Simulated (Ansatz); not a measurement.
The system is Ge.

```
Ge
1.0
     0.00000    2.82891    2.82891
     2.82891    0.00000    2.82891
     2.82891    2.82891    0.00000
Ge
2
Direct
  0.75000 0.75000 0.75000
  0.50000 0.50000 0.50000
```

- Program: Ansatz 0.2.0
- Task: relaxation of cell and atoms
- Functional: PBE
- Potentials or basis: all-electron LAPW, scalar-relativistic
- Basis error allowed: 0.001 eV/atom
- k mesh: 8 × 8 × 8
- Occupations: fermi-dirac, width 0.05 eV
- Spin: no spin polarisation

At the start: volume 22.64 Å³/atom.

How do energy, volume and symmetry change on relaxing?

Over 5 steps the energy falls by 13.8 meV/atom and the volume is 23.91 Å³/atom (+5.6 %); space group Fd-3m (No. 227, to 0.05 Å).

The path:
```csv
step,energy change (eV),largest force (eV/Å),volume (Å³)
1,0.0000,0.0000,45.28
2,-0.0263,0.0000,47.25
3,-0.0276,0.0000,47.77
4,-0.0276,0.0000,47.82
5,-0.0276,0.0000,47.82
```

Final structure:
```
Ge
1.0
     0.00000    2.88095    2.88095
     2.88095    0.00000    2.88095
     2.88095    2.88095    0.00000
Ge
2
Direct
  0.75000 0.75000 0.75000
  0.50000 0.50000 0.50000
```

The cell as given is a measured one (22.64 Å³/atom); PBE puts the equilibrium volume +5.6 % from it, thermal expansion not counted.
